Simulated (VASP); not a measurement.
## VASP 6.6.1 run: TePb

INCAR

```
NBANDS = 17
ISMEAR = -1
ISIF = 2
SIGMA = 0.02
LREAL = .FALSE.
LASPH = .TRUE.
NELM = 77
LCHARG = .FALSE.
NSW = 0
PREC = Accurate
EDIFF = 1E-7
ALGO = Conjugate
GGA = PE
LWAVE = .FALSE.
ENCUT = 520
IBRION = -1
```

KPOINTS

```
KPOINTS created by Atomic Simulation Environment
0
Gamma
8 8 8
0 0 0
```

POSCAR

```
Te Pb
 1.0000000000000000
     0.0000000000000000    3.4459536783000000    3.4459536783000000
     3.4459536783000000    0.0000000000000000    3.4459536783000000
     3.4459536783000000    3.4459536783000000    0.0000000000000000
 Te  Pb
   1   1
Cartesian
  3.4459536783000000  3.4459536783000000  3.4459536783000000
  0.0000000000000000  0.0000000000000000  0.0000000000000000
```

The recommended PBE PAW datasets give the neutral cell 20 valence electrons.

Command

```
mpirun -np 1 vasp_std
```

Q: How does this run end, and what does it give?

A: It converged. Results: gap between bands v and c on the k mesh 1.02 eV; least direct gap on the k mesh 1.02 eV; pressure -4.0 GPa. Band v is the last that the valence electrons fill when counted band by band, and c is the next.

OSZICAR

```
N       E                     dE             d eps       ncg     rms           ort
DAV:   1     0.150305989264E+03    0.15031E+03   -0.92762E+03   493   0.121E+03
DAV:   2     0.379168566451E+01   -0.14651E+03   -0.14152E+03   493   0.286E+02
DAV:   3    -0.728110777680E+01   -0.11073E+02   -0.11019E+02   493   0.859E+01
DAV:   4    -0.759414745969E+01   -0.31304E+00   -0.31288E+00   493   0.168E+01
DAV:   5    -0.760619596747E+01   -0.12049E-01   -0.12048E-01   493   0.285E+00
SDA:   6    -0.694197540450E+01    0.66422E+00   -0.12048E-01   493   0.166E+01   0.000E+00
CGA:   7    -0.726212775414E+01   -0.32015E+00   -0.31988E+00   493   0.539E+00  -0.161E-01
CGA:   8    -0.734459073167E+01   -0.82463E-01   -0.82275E-01   493   0.527E-01  -0.160E-03
CGA:   9    -0.736238496649E+01   -0.17794E-01   -0.17792E-01   493   0.156E-01   0.209E-04
CGA:  10    -0.736531517927E+01   -0.29302E-02   -0.29280E-02   493   0.482E-02  -0.101E-03
CGA:  11    -0.736639589507E+01   -0.10807E-02   -0.10801E-02   493   0.622E-03   0.319E-04
CGA:  12    -0.736657375347E+01   -0.17786E-03   -0.17664E-03   493   0.218E-03   0.166E-04
CGA:  13    -0.736661705435E+01   -0.43301E-04   -0.43092E-04   493   0.357E-04  -0.901E-05
CGA:  14    -0.736663023587E+01   -0.13182E-04   -0.12686E-04   493   0.871E-05   0.316E-05
SDA:  15    -0.736663260302E+01   -0.23672E-05   -0.23247E-05   493   0.397E-05   0.271E-05
SDA:  16    -0.736663407823E+01   -0.14752E-05   -0.19051E-05   493   0.619E-05  -0.172E-05
CGA:  17    -0.736663472153E+01   -0.64330E-06   -0.82447E-06   493   0.785E-06   0.148E-05
SDA:  18    -0.736663480349E+01   -0.81960E-07   -0.13481E-06   493   0.568E-06   0.503E-06
CGA:  19    -0.736663526738E+01   -0.46389E-06   -0.46388E-06   493   0.993E-06  -0.475E-07
SDA:  20    -0.736663533066E+01   -0.63285E-07   -0.12515E-06   493   0.268E-06   0.419E-06
   1 F= -.73666353E+01 E0= -.73666353E+01  d E =-.840938E-11
```

For comparison, a separate PBE run of the intended cell, on usual settings and not on those above, gives a gap of 1.02 eV on its mesh and a pressure of -4.0 GPa.
